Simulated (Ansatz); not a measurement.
# Band structure of Hf

```yaml
crystal:
  lattice:
    - [-1.76749, 1.76749, 1.76749]
    - [1.76749, -1.76749, 1.76749]
    - [1.76749, 1.76749, -1.76749]
  atoms:
    - { symbol: Hf, position: [0.00000, 0.00000, 0.00000] }
```

Structure from Materials Project entry mp-100 (possibly hypothetical), not relaxed further.

No spin–orbit coupling, which matters for the heavy atoms here.

These are results of DFT, LDA, all-electron LAPW, scalar-relativistic in Ansatz 0.2.0, not measurements.

Numerical set-up: a Γ-centred 14×14×14 k mesh, Fermi–Dirac smearing of 0.05 eV, basis error target 0.5 meV/atom, no spin polarisation.

Points in fractions of the reciprocal vectors of this cell: Γ (0, 0, 0), H (0.5, -0.5, 0.5), N (0, 0, 0.5), P (0.25, 0.25, 0.25). The path joins them by straight lines in the order Γ–H–N–Γ–P–H–P–N; legs that retrace an earlier one aren't tabulated. Energies are in eV from the Fermi level.

Task: Metal or insulator at this level of theory?

Result: No gap opens: metallic or semimetallic.

Task: Tabulate bands 16 to 20, counted from the lowest band of the run, along the path.

Result: 
```csv
k (1/Å),point,band 16,band 17,band 18,band 19,band 20
0.00,Γ,-11.37,-7.02,1.47,1.47,1.47
0.44,,-11.40,-5.89,1.34,1.34,2.04
0.89,,-11.42,-3.28,-0.07,1.79,1.79
1.33,,-11.41,-2.07,-1.95,3.66,3.66
1.78,H,-11.40,-2.61,-2.61,6.81,6.81
2.09,,-11.40,-2.29,-2.22,3.95,4.16
2.41,,-11.41,-2.00,-1.14,1.68,2.02
2.72,,-11.41,-2.87,0.03,0.33,2.92
3.03,N,-11.39,-3.40,-0.55,1.25,4.11
3.35,,-11.39,-3.70,-0.31,0.52,4.17
3.66,,-11.39,-5.00,0.33,0.56,3.70
3.98,,-11.38,-6.45,1.09,1.28,2.05
4.29,Γ,-11.37,-7.02,1.47,1.47,1.47
4.68,,-11.39,-6.17,0.96,0.96,2.49
5.06,,-11.40,-4.07,-0.15,-0.15,4.39
5.45,,-11.42,-1.60,-0.73,-0.73,5.02
5.83,P,-11.43,-0.61,-0.61,-0.61,5.28
6.22,,-11.41,-1.54,-0.41,-0.41,4.95
6.60,,-11.40,-0.97,-0.97,-0.75,4.57
6.98,,-11.40,-2.08,-2.08,2.51,5.34
7.37,H,-11.40,-2.61,-2.61,6.81,6.81
8.91,P,-11.43,-0.61,-0.61,-0.61,5.28
9.13,,-11.42,-1.18,-0.79,-0.19,5.07
9.35,,-11.41,-2.25,-0.75,0.40,4.62
9.58,,-11.40,-3.09,-0.62,0.99,4.25
9.80,N,-11.39,-3.40,-0.55,1.25,4.11
```
